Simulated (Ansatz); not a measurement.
**2H-MoTe2 monolayer in a perpendicular field**

Wanted: the out-of-plane response of the 2H-MoTe2 monolayer. A positive field points along +c.

Method: plane-wave DFT, PBE-D3(BJ), Ansatz PAW (set soft_1); PAW set soft_1, in Ansatz 0.2.0.

**Measured values to reproduce.**

“Electronic Janus lattice and kagome-like bands in coloring-triangular MoTe2 monolayers” (2023, pmc:10562484) reports for MoTe2, 1H hexagonal monolayer, by scanning tunneling spectroscopy (MBE-grown monolayer on HOPG, 1H domain, 9 K): band gap (quasiparticle gap from dI/dV spectrum) about 1.9 eV [STS gap of a monolayer on a substrate (screening reduces the gap); 1H regions contain …].

## (1) Starting point

The cell holds 3 atoms: 2 Te and 1 Mo. Cell: a = 3.550 Å, b = 3.550 Å, c = 38.574 Å, α = 90.0°, β = 90.0°, γ = 120.0°. Vacuum lies along c.

## (2) Relaxation

The starting cell is a guess, so the in-plane lattice and the atoms are relaxed first, with the slab cut off from its images along the normal.

The input, input.yaml:

```yaml
crystal:
  lattice:
    - [3.55, 0.0, 0.0]
    - [-1.775, 3.0743901834, 0.0]
    - [0.0, 0.0, 38.5741026309]
  atoms:
    - { symbol: Te, position: [0.3333333333, 0.6666666667, 0.4510798389] }
    - { symbol: Mo, position: [0.0, 0.0, 0.5] }
    - { symbol: Te, position: [0.3333333333, 0.6666666667, 0.5489201611] }
  periodic: [true, true, false]
kpoints:
  mp_grid: { grid: [12, 12, 1] }
hamiltonian:
  xc: pbe
  dispersion: d3bj
  pseudopotentials: { kind: paw, azcp: { folder: soft_1 } }
scf:
  occupations: { method: fermi_dirac, width: 0.05 }
  convergence: { dr2_threshold: 1.0e-09 }
relax:
  f_tol: 0.004
  max_steps: 90
  cell: {}
output:
  write_potential: true
  write_density: true
  volumetric_format: npy
```

The run is started by

```sh
> ansatz run input.yaml --threads 2 --pin off --max-ram 3072MiB --backend cpu --events-out ev --progress --plain --runs-dir out
```

Numbers of over 12 decimals in the logs are rounded to 6 here.

The log of the run:

```text
Warning: relax.cell: scf.convergence.dr2_threshold = 1e-9 eV is looser than the 1.58122847141e-10 eV advised for a relaxation that steers and ends on the stress (1e-10 eV for each atom of the cell: 3, times the square of relax.cell.stress_2d_tol = 0.05 N/m over 13.8 Å (the atoms' height at the walk's start and 5 Å past either face), 3.630e-2 GPa, over a crystal's default 0.05). What an SCF threshold leaves in a stress goes as its square root, and in the free energy as the threshold itself, and one threshold admits the most on a small cell: [figures from the program's tests cut] Set scf.convergence.dr2_threshold to 1.58122847141e-10 eV or tighter. [rest of the remark cut]
Engine: ansatz 0.2.0, aarch64-unknown-linux-gnu
Pseudopotentials: kind: paw
Pseudopotential: Te, paw, valence charge 16, recommended cutoff 420 eV (normal), soft_1/Te.paw.azcp
Pseudopotential: Mo, paw, valence charge 14, recommended cutoff 420 eV (normal), soft_1/Mo.paw.azcp
Functional definition: PBE
  parameter kappa = 0.804
  parameter beta = 0.066725
  exchange = pbe_x(kappa = kappa, mu = beta*pi^2/3)
  correlation = pbe_c(beta = beta)
Crystal: 3 atoms, lattice volume = 421.001 Å³
Basis set: ecut = 420 eV, 8151 PW (Γ), exchange–correlation on 48×48×540 points (8 copies of the dense FFT grid, shifted against one another)
Bands: 28, of which v1, the nominal top of the filled ones, is band 23 counted from 1 (22 counted from 0)
Symmetry: 12 space group operations
Space group: P-6m2 (ITA 187), of the structure as read, at distance tolerance 7.5e-5 Å
k-points: 19 of 144 (time reversal used)
Non-local potential: Te, projectors of the file, l = 0: 2, l = 1: 2, l = 2: 2, l = 3: 1
Non-local potential: Mo, projectors of the file, l = 0: 3, l = 1: 2, l = 2: 2, l = 3: 1
PAW form: soft (Blöchl's): semilocal exchange-correlation on the pseudo side does not see the compensation charge
PAW one-centre angular grid: Te, 590 points (default); XC on 64 Gauss nodes
PAW one-centre angular grid: Mo, 590 points (default); XC on 64 Gauss nodes
Initial density: superposition of atomic densities (neutral atoms: chi_scale 0, normalization atom)
Initial wavefunctions: pseudopotential atomic-orbital guess
Functional: x = pbe(κ = 0.804, μ = 0.219515), c = pbe(β = 0.066725)
SCF iter   1: F=—  HF=-18918.769937 eV  |F-HF|=—  |Δ(HF+E_count)|=         —  Δρ=2.22e-2  dr2=3.02e0  ethr=3.10e-3  ⟨swp⟩=18.3  Hψ=4279  notcnv=0
preconditioner: auto → Resta (q_TF=auto, 1.886 Å⁻¹)  ε∞=2.1  [insulator: Δε(μ)=1.127 eV  Ē_g=7.372 eV  σ=0.050 eV  W_gap=1.00  n_scr=22 (ndim 8)  ℏωp=7.7 eV  f_vac=0.785  D(μ)=0.00/eV (n_scr^D=0)  ε∞_Penn≈2.1  vacuum switching on, ρ_ref=3.9e-3 e/Å³]
SCF iter   2: F=—  HF=-18918.601129 eV  |F-HF|=—  |Δ(HF+E_count)|=   1.69e-1  Δρ=1.86e-2  dr2=5.48e0  ethr=3.10e-3  ⟨swp⟩=4.1  Hψ=1484  notcnv=0  defer=2
SCF iter   3: F=—  HF=-18918.138517 eV  |F-HF|=—  |Δ(HF+E_count)|=   4.63e-1  Δρ=1.00e-2  dr2=8.00e-1  ethr=3.10e-3  ⟨swp⟩=4.5  Hψ=1101  notcnv=0  defer=2
SCF iter   4: F=—  HF=-18918.043166 eV  |F-HF|=—  |Δ(HF+E_count)|=   9.54e-2  Δρ=3.53e-3  dr2=6.02e-2  ethr=1.74e-3  ⟨swp⟩=2.8  Hψ=952  notcnv=0  defer=2
SCF iter   5: F=—  HF=-18918.033639 eV  |F-HF|=—  |Δ(HF+E_count)|=   9.53e-3  Δρ=5.26e-4  dr2=7.48e-4  ethr=1.31e-4  ⟨swp⟩=3.1  Hψ=902  notcnv=0  defer=2
SCF iter   6: F=—  HF=-18918.033698 eV  |F-HF|=—  |Δ(HF+E_count)|=   5.85e-5  Δρ=1.14e-4  dr2=4.99e-5  ethr=1.63e-6  ⟨swp⟩=3.9  Hψ=1254  notcnv=0  defer=2
SCF iter   7: F=—  HF=-18918.033714 eV  |F-HF|=—  |Δ(HF+E_count)|=   1.62e-5  Δρ=2.17e-5  dr2=3.61e-6  ethr=1.08e-7  ⟨swp⟩=2.9  Hψ=896  notcnv=0  defer=2
SCF iter   8: F=—  HF=-18918.033732 eV  |F-HF|=—  |Δ(HF+E_count)|=   1.82e-5  Δρ=5.05e-6  dr2=1.66e-7  ethr=7.85e-9  ⟨swp⟩=3.7  Hψ=1094  notcnv=0  defer=2
SCF iter   9: F=—  HF=-18918.033732 eV  |F-HF|=—  |Δ(HF+E_count)|=   4.08e-8  Δρ=6.91e-7  dr2=2.33e-9  ethr=3.61e-10  ⟨swp⟩=3.8  Hψ=1051  notcnv=0  defer=2
SCF iter  10: F=-18918.033732 eV  HF=-18918.033732 eV  |F-HF|=7.28e-12  |Δ(HF+E_count)|=   2.94e-9  Δρ=1.22e-7  dr2=5.58e-11  ethr=2.17e-12  ⟨swp⟩=13.2  Hψ=4251  notcnv=0
SCF 1 converged in 10 iterations: F = -18918.033732 eV  dr2 = 5.58e-11
  greatest PAW one-centre occupation: 0.999 electrons in one spin orbital (limit 2), on the Mo atom at site 1 (counted from 0), in its partial waves of l = 0
relax step   1: F+E_penalty+E_count = -18918.03373201 eV  Δ(F+E_penalty+E_count) = +0.000e0 eV  max|allowed force component| = 1.057e0 eV/Å  Δτ_max = 0.0000 Å  P = -3.336 N/m  Ω = 421.001 Å³  fix = [c, alpha, beta]  reactions: c -0.000 N/m  (10 SCF iters, accepted)
Crystal: 3 atoms, lattice volume = 415.728 Å³
Basis set: ecut = 420 eV, 8091 PW (Γ), exchange–correlation on 48×48×540 points (8 copies of the dense FFT grid, shifted against one another)
Initial density: handed on by an earlier stage of this run
Initial wavefunctions: those handed on with the density
iter 1 solved again at ethr=6.42e-4 eV; its pass at ethr=3.10e-3 eV (dr2=2.95e-1 eV) is discarded
SCF iter   1: F=—  HF=-18917.971827 eV  |F-HF|=—  |Δ(HF+E_count)|=         —  Δρ=6.51e-3  dr2=2.99e-1  ethr=6.42e-4  ⟨swp⟩=2.1  Hψ=4226  notcnv=0
preconditioner: auto → Resta (q_TF=auto, 1.890 Å⁻¹)  ε∞=2.1  [insulator: Δε(μ)=0.917 eV  Ē_g=7.504 eV  σ=0.050 eV  W_gap=1.00  n_scr=22 (ndim 8)  ℏωp=7.7 eV  f_vac=0.801  D(μ)=0.00/eV (n_scr^D=0)  ε∞_Penn≈2.1  vacuum switching on, ρ_ref=4.1e-3 e/Å³]
SCF iter   2: F=—  HF=-18917.998252 eV  |F-HF|=—  |Δ(HF+E_count)|=   2.64e-2  Δρ=6.58e-3  dr2=5.53e-1  ethr=6.42e-4  ⟨swp⟩=4.5  Hψ=1006  notcnv=0
SCF iter   3: F=—  HF=-18917.930651 eV  |F-HF|=—  |Δ(HF+E_count)|=   6.76e-2  Δρ=2.11e-3  dr2=1.11e-2  ethr=6.42e-4  ⟨swp⟩=3.9  Hψ=1043  notcnv=0  defer=4
SCF iter   4: F=—  HF=-18917.929409 eV  |F-HF|=—  |Δ(HF+E_count)|=   1.24e-3  Δρ=3.93e-4  dr2=4.62e-4  ethr=2.41e-5  ⟨swp⟩=3.9  Hψ=1304  notcnv=0  defer=5
SCF iter   5: F=—  HF=-18917.929419 eV  |F-HF|=—  |Δ(HF+E_count)|=   9.93e-6  Δρ=9.47e-5  dr2=2.96e-5  ethr=1.01e-6  ⟨swp⟩=3.4  Hψ=1060  notcnv=0  defer=5
SCF iter   6: F=—  HF=-18917.929427 eV  |F-HF|=—  |Δ(HF+E_count)|=   7.42e-6  Δρ=1.81e-5  dr2=1.47e-6  ethr=6.44e-8  ⟨swp⟩=2.7  Hψ=813  notcnv=0  defer=5
SCF iter   7: F=—  HF=-18917.929445 eV  |F-HF|=—  |Δ(HF+E_count)|=   1.81e-5  Δρ=3.60e-6  dr2=5.36e-8  ethr=3.19e-9  ⟨swp⟩=3.1  Hψ=1101  notcnv=0  defer=5
SCF iter   8: F=—  HF=-18917.929445 eV  |F-HF|=—  |Δ(HF+E_count)|=   3.49e-8  Δρ=6.23e-7  dr2=2.74e-9  ethr=1.17e-10  ⟨swp⟩=3.5  Hψ=1122  notcnv=0  defer=5
[...]
iter 1 solved again at ethr=2.81e-4 eV; its pass at ethr=3.10e-3 eV (dr2=1.29e-1 eV) is discarded
SCF iter   1: F=—  HF=-18918.156600 eV  |F-HF|=—  |Δ(HF+E_count)|=         —  Δρ=4.45e-3  dr2=1.20e-1  ethr=2.81e-4  ⟨swp⟩=2.8  Hψ=4350  notcnv=0
preconditioner: auto → Resta (q_TF=auto, 1.894 Å⁻¹)  ε∞=2.1  [insulator: Δε(μ)=1.234 eV  Ē_g=7.285 eV  σ=0.050 eV  W_gap=1.00  n_scr=22 (ndim 8)  ℏωp=7.8 eV  f_vac=0.791  D(μ)=0.00/eV (n_scr^D=0)  ε∞_Penn≈2.1  vacuum switching on, ρ_ref=3.8e-3 e/Å³]
SCF iter   2: F=—  HF=-18918.168381 eV  |F-HF|=—  |Δ(HF+E_count)|=   1.18e-2  Δρ=4.46e-3  dr2=2.74e-1  ethr=2.61e-4  ⟨swp⟩=4.2  Hψ=1047  notcnv=0  recentre
SCF iter   3: F=—  HF=-18918.142695 eV  |F-HF|=—  |Δ(HF+E_count)|=   2.57e-2  Δρ=2.34e-3  dr2=2.77e-2  ethr=2.61e-4  ⟨swp⟩=4.2  Hψ=1052  notcnv=0  defer=2
SCF iter   4: F=—  HF=-18918.139646 eV  |F-HF|=—  |Δ(HF+E_count)|=   3.05e-3  Δρ=5.09e-4  dr2=7.81e-4  ethr=6.03e-5  ⟨swp⟩=3.1  Hψ=902  notcnv=0  defer=2
SCF iter   5: F=—  HF=-18918.139567 eV  |F-HF|=—  |Δ(HF+E_count)|=   7.94e-5  Δρ=2.55e-4  dr2=4.65e-4  ethr=1.70e-6  ⟨swp⟩=3.9  Hψ=1262  notcnv=0  defer=2
SCF iter   6: F=—  HF=-18918.139496 eV  |F-HF|=—  |Δ(HF+E_count)|=   7.05e-5  Δρ=9.33e-5  dr2=6.16e-5  ethr=1.01e-6  ⟨swp⟩=2.4  Hψ=696  notcnv=0  defer=2
SCF iter   7: F=—  HF=-18918.139485 eV  |F-HF|=—  |Δ(HF+E_count)|=   1.09e-5  Δρ=1.63e-5  dr2=2.07e-6  ethr=1.34e-7  ⟨swp⟩=2.8  Hψ=865  notcnv=0  defer=2
SCF iter   8: F=—  HF=-18918.139501 eV  |F-HF|=—  |Δ(HF+E_count)|=   1.61e-5  Δρ=4.83e-6  dr2=1.03e-7  ethr=4.49e-9  ⟨swp⟩=3.2  Hψ=1103  notcnv=0  defer=2
SCF iter   9: F=—  HF=-18918.139501 eV  |F-HF|=—  |Δ(HF+E_count)|=   2.61e-8  Δρ=1.00e-6  dr2=4.60e-9  ethr=2.25e-10  ⟨swp⟩=4.3  Hψ=1326  notcnv=0  defer=2
SCF iter  10: F=—  HF=-18918.139501 eV  |F-HF|=—  |Δ(HF+E_count)|=  7.17e-10  Δρ=3.41e-7  dr2=1.17e-9  ethr=2.17e-12  ⟨swp⟩=13.3  Hψ=4282  notcnv=0
SCF iter  11: F=-18918.139501 eV  HF=-18918.139501 eV  |F-HF|=3.64e-12  |Δ(HF+E_count)|=  4.73e-11  Δρ=1.63e-7  dr2=1.70e-10  ethr=2.17e-12  ⟨swp⟩=10.3  Hψ=3119  notcnv=0
SCF 3 converged in 11 iterations: F = -18918.139501 eV  dr2 = 1.70e-10
relax step   3: F+E_penalty+E_count = -18918.13950129 eV  Δ(F+E_penalty+E_count) = -1.058e-1 eV  max|allowed force component| = 1.817e-1 eV/Å  Δτ_max = 0.0587 Å  P = -0.521 N/m  Ω = 411.430 Å³  energy of the carried Pulay correction = +3.249e-4 eV  fix = [c, alpha, beta]  reactions: c -0.000 N/m  (11 SCF iters, accepted)
[...]
relax step   4: F+E_penalty+E_count = -18918.14213140 eV  Δ(F+E_penalty+E_count) = -2.630e-3 eV  max|allowed force component| = 2.445e-2 eV/Å  Δτ_max = 0.0130 Å  P = +0.078 N/m  Ω = 409.995 Å³  energy of the carried Pulay correction = +3.747e-4 eV  fix = [c, alpha, beta]  reactions: c +0.000 N/m  (7 SCF iters, accepted)
[...]
relax step   5: F+E_penalty+E_count = -18918.14217361 eV  Δ(F+E_penalty+E_count) = -4.221e-5 eV  max|allowed force component| = 1.330e-3 eV/Å  Δτ_max = 0.0016 Å  P = +0.003 N/m  Ω = 410.169 Å³  energy of the carried Pulay correction = +3.686e-4 eV  fix = [c, alpha, beta]  reactions: c +0.000 N/m  (6 SCF iters, accepted)
Initial wavefunctions: pseudopotential atomic-orbital guess (no wavefunctions were taken with the density)
iter 1 solved again at ethr=2.24e-7 eV; its pass at ethr=3.10e-3 eV (dr2=1.03e-4 eV) is discarded
SCF iter   1: F=—  HF=-18918.141763 eV  |F-HF|=—  |Δ(HF+E_count)|=         —  Δρ=1.45e-5  dr2=2.15e-7  ethr=2.24e-7  ⟨swp⟩=7.2  Hψ=6638  notcnv=0
preconditioner: auto → Resta (q_TF=auto, 1.895 Å⁻¹)  ε∞=2.1  [insulator: Δε(μ)=1.189 eV  Ē_g=7.279 eV  σ=0.050 eV  W_gap=1.00  n_scr=22 (ndim 8)  ℏωp=7.8 eV  f_vac=0.793  D(μ)=0.00/eV (n_scr^D=0)  ε∞_Penn≈2.1  vacuum switching on, ρ_ref=3.8e-3 e/Å³]
SCF iter   2: F=—  HF=-18918.141784 eV  |F-HF|=—  |Δ(HF+E_count)|=   2.16e-5  Δρ=6.42e-6  dr2=3.15e-8  ethr=4.68e-10  ⟨swp⟩=4.7  Hψ=1539  notcnv=0
SCF iter   3: F=—  HF=-18918.141784 eV  |F-HF|=—  |Δ(HF+E_count)|=   4.25e-8  Δρ=2.03e-6  dr2=1.77e-8  ethr=6.86e-11  ⟨swp⟩=3.9  Hψ=1218  notcnv=0
SCF iter   4: F=—  HF=-18918.141784 eV  |F-HF|=—  |Δ(HF+E_count)|=   4.55e-9  Δρ=1.48e-6  dr2=2.45e-8  ethr=3.84e-11  ⟨swp⟩=3.1  Hψ=802  notcnv=0
SCF iter   5: F=—  HF=-18918.141784 eV  |F-HF|=—  |Δ(HF+E_count)|=   1.60e-9  Δρ=5.54e-7  dr2=2.64e-9  ethr=3.84e-11  ⟨swp⟩=1.9  Hψ=655  notcnv=0
SCF iter   6: F=-18918.141784 eV  HF=-18918.141784 eV  |F-HF|=2.55e-11  |Δ(HF+E_count)|=  1.49e-10  Δρ=1.52e-7  dr2=1.97e-10  ethr=2.17e-12  ⟨swp⟩=17.6  Hψ=4456  notcnv=0
SCF 6 converged in 6 iterations: F = -18918.141784 eV  dr2 = 1.97e-10
relax step   6: F+E_penalty+E_count = -18918.14178420 eV  Δ(F+E_penalty+E_count) = +3.894e-4 eV  max|allowed force component| = 1.189e-3 eV/Å  Δτ_max = 0.0000 Å  P = +0.004 N/m  Ω = 410.169 Å³  fix = [c, alpha, beta]  reactions: c +0.000 N/m  stress off target by 4.20e-3 N/m on what of the cell is left free  SCF on the basis re-selected at this cell (its energy is not comparable with the rows above)  (6 SCF iters)
basis re-selected at this cell: Δ(F+E_penalty+E_count) = +3.894e-4 eV, ΔP = +0.001 N/m vs the last step (what re-selecting the basis moved, of the pressure what is left beyond the Pulay correction that the steps carried, after the strain that the cell walked since its last selection, with what the two solves' SCF thresholds leave and, on support functions, any second-order correction that the steps lacked; it is no m [...]
SCF converged after 6 iterations
Free energy (F): -18918.141784 eV
Harris-Foulkes:  -18918.141784 eV  (|F-HF|=2.55e-11)
Internal energy: -18918.141784 eV  (E = F + TS)
E sigma→0 (E₀):  -18918.141784 eV
Entropy (-TS):   -0.000001 eV (-0.000 meV/atom)
Fermi energy:    -4.247020 eV
--- Per-component energies (eV) ---
  E_band       = -1359.723301
  E_kinetic    = 767.810920
  E_local      = -144398.257803  (includes V_loc(G=0)·N_el)
  E_nonlocal   = 282.605009
  E_hartree    = 71683.090585
  E_xc         = -420.925781
  E_vxc        = -423.340734  (∫ρ·V_xc dr)
  E_paw        = -12556.336133  (= ΣΔE_a)
  E_vpaw       = -954.720108  (= ΣTr[D̂ρ^β])
  E_aug_tail   = 0.000233  (compensation charges beyond the density's cutoff)
  E_ewald      = 65725.072753
  E_disp       = -1.201566  (pairwise vdW)
  E_smearing   = -0.000001  (= −TS)
  E_closure    = 0.000000  (closes the sum)
  Σ components = -18918.141784   (vs F -18918.141784, Δ=0.00e0)
--- Forces (eV/Å), atoms counted from 1 ---
  atom   1  Te     0.00000000    -0.00000000     0.00118936
  atom   2  Mo     0.00000000     0.00000000     0.00000000
  atom   3  Te     0.00000000    -0.00000000    -0.00118936
  max |Σ_I F_I| component: 5.42e-18 eV/Å
--- 2D stress c σ (N/m, compression-positive) ---
        0.004199       0.000000      -0.000000
       -0.000000       0.004199      -0.000000
       -0.000000      -0.000000       0.000000
  P = ½ c Tr σ = 0.0042 N/m
--- Band table (eV; the first three rows and the last of 19) ---
  k-point 0: bands = [... 19 lower, -6.4209, -5.6441, -5.6441, -5.4059, -1.6261, -1.6261, -1.3525, -1.3525, ... 1 higher]
  k-point 1: bands = [... 19 lower, -6.3388, -5.7742, -5.5865, -5.4060, -2.0418, -1.9420, -1.5687, -1.5486, ... 1 higher]
  k-point 2: bands = [... 19 lower, -6.1066, -6.0942, -5.6715, -5.4636, -2.8421, -2.5849, -2.0640, -1.3825, ... 1 higher]
  k-point 18: bands = [... 19 lower, -7.8607, -7.7541, -6.6288, -4.8249, -3.6357, -3.0120, -2.2218, -0.6645, ... 1 higher]
  the weakly bound empty levels are not read free of the cell's end (no_gap_told)
--- Relaxed structure (5 steps of the walk, 4 accepted, 1 SCFs on fresh bases) ---
  F+E_penalty+E_count = -18918.14178420 eV   max|allowed force component| = 1.189e-3 eV/Å   (the final SCF, on the basis selected at the relaxed cell)
  cell:  # Å, volume = 410.1691 Å³
    - [3.504033, 0.0, 0]
    - [-1.752017, 3.034582, 0]
    - [0, 0, 38.5741026309]
  atoms:
    - { symbol: Te, position: [0.333333, 0.666667, 0.452897] }
    - { symbol: Mo, position: [0, -2.8783559898885975e-17, 0.5] }
    - { symbol: Te, position: [0.333333, 0.666667, 0.547103] }
```

Wall time 74 s (2 threads of Arm Neoverse V1, shared host); peak memory 0.64 GiB; 2.4 min of CPU time.

Relaxation path:

| step | energy less that of the first step (eV) | largest force component (eV/Å) | volume (Å³) |
| --- | --- | --- | --- |
| 1 | 0.0000 | 1.0574 | 421.00 |
| 2 | 0.1043 | 1.8820 | 415.73 |
| 3 | -0.1058 | 0.1817 | 411.43 |
| 4 | -0.1084 | 0.0244 | 410.00 |
| 5 | -0.1084 | 0.0013 | 410.17 |
| 6* | -0.1081 | 0.0012 | 410.17 |

Relaxation steps marked * repeat the geometry before them on a plane-wave basis chosen anew for their cell, so energy and pressure can jump there. Relaxation step 2 was tried and not accepted.

The run keeps the 12 symmetry operations that it works with, so distortions that break them were not tested.

| cell as run | before | after | change |
| --- | --- | --- | --- |
| a (Å) | 3.550 | 3.504 | -1.3 % |
| b (Å) | 3.550 | 3.504 | -1.3 % |

The atoms that moved most (Å, along periodic axes as changes of fractional coordinates times the final cell, across vacuum about the mean position):

| atom | dx | dy | dz | length |
| --- | --- | --- | --- | --- |
| Te3 | 0.000 | 0.000 | -0.070 | 0.070 |
| Te1 | 0.000 | 0.000 | 0.070 | 0.070 |

The relaxed structure:

```xyz
3
Lattice="3.5040 0.0000 0.0000 -1.7520 3.0346 0.0000 0.0000 0.0000 38.5741" Properties=species:S:1:pos:R:3
Te    0.0000    2.0231   17.4701
Mo    0.0000    0.0000   19.2871
Te    0.0000    2.0231   21.1040
```

The lattice constant a goes from 3.550 to 3.504 Å.

[end of part 1 of 2]

[Logs are printed without paths, hosts, clocks, repeated set-up lines and the standing remarks that a program may print on its own settings, such as how far it seeks lower states.]

[Hosts, paths, dates, database ids (printed as entryN), source tags and the programs' standing remarks are cut or masked in the printed files.]

[Maps of the electrostatic potential energy from Ansatz leave out the sawtooth potential of an applied field or a dipole correction, so their vacuum need not be flat; planar profiles and work functions include it.]
